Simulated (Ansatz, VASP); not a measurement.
**Al2O3: VASP beside Ansatz**

The input INCAR:

```
  ALGO = Normal
  EDIFF = 1E-6
  ENCUT = 520
  GGA = CA
  ISIF = 2
  ISMEAR = 0
  LASPH = True
  LCHARG = False
  LREAL = False
  LWAVE = False
  NBANDS = 35
  NELM = 60
  PREC = Accurate
  SIGMA = 0.01
```

KPOINTS

```
k-points
0
Gamma
  4 2 6
```

Contents of POSCAR:

```
Al2O3
1.0
    4.6137770000      0.0000000000      0.0000000000
    0.0000000000      9.5632790000      0.0000000000
    0.0000000000      0.0000000000      3.1198620000
Al O
4 6
Direct
    0.5170250000      0.3245730000      0.5000000000
    0.4829750000      0.6754270000      0.5000000000
    0.0170250000      0.1754270000      0.0000000000
    0.9829750000      0.8245730000      0.0000000000
    0.8763650000      0.2469500000      0.5000000000
    0.0000000000      0.0000000000      0.0000000000
    0.6236350000      0.7469500000      0.0000000000
    0.3763650000      0.2530500000      0.0000000000
    0.1236350000      0.7530500000      0.5000000000
    0.5000000000      0.5000000000      0.5000000000
```

Input for Ansatz:

```yaml
crystal:
  lattice:
    - [4.613777, 0.0, 0.0]
    - [0.0, 9.563279, 0.0]
    - [0.0, 0.0, 3.119862]
  atoms:
    - { symbol: Al, position: [0.517025, 0.324573, 0.5] }
    - { symbol: Al, position: [0.482975, 0.675427, 0.5] }
    - { symbol: Al, position: [0.017025, 0.175427, 0.0] }
    - { symbol: Al, position: [0.982975, 0.824573, 0.0] }
    - { symbol: O, position: [0.876365, 0.24695, 0.5] }
    - { symbol: O, position: [0.0, 0.0, 0.0] }
    - { symbol: O, position: [0.623635, 0.74695, 0.0] }
    - { symbol: O, position: [0.376365, 0.25305, 0.0] }
    - { symbol: O, position: [0.123635, 0.75305, 0.5] }
    - { symbol: O, position: [0.5, 0.5, 0.5] }
kpoints:
  mp_grid:
    grid: [4, 2, 6]
hamiltonian:
  xc: lda
scf:
  n_extra_bands: 26
  occupations:
    method: fixed
output:
  dos:
    de: 0.1
    method:
      smearing:
        sigma: 0.15
    projected: true
```

Measurements of this composition are mostly on another form, of space group No. 167.

Alike in both runs: task single point; functional LDA; k mesh 4 × 2 × 6; no spin polarisation.

|  | VASP | Ansatz |
| --- | --- | --- |
| version | VASP 6.6.1 | Ansatz 0.2.0 |
| potentials or method | VASP PAW LDA potentials, release 64 (Al, O) | plane waves, PAW |
| plane-wave cutoff (eV) | 520 | 420 |
| occupations | gaussian, width 0.01 eV | fixed |
| valence electrons in the cell | 48 | 48 |

```csv
,VASP,Ansatz,Ansatz less VASP
gap on the k mesh at the Fermi level (eV),3.35,3.36,+0.011
```

As with any semilocal functional, this LDA gap is likely too small.
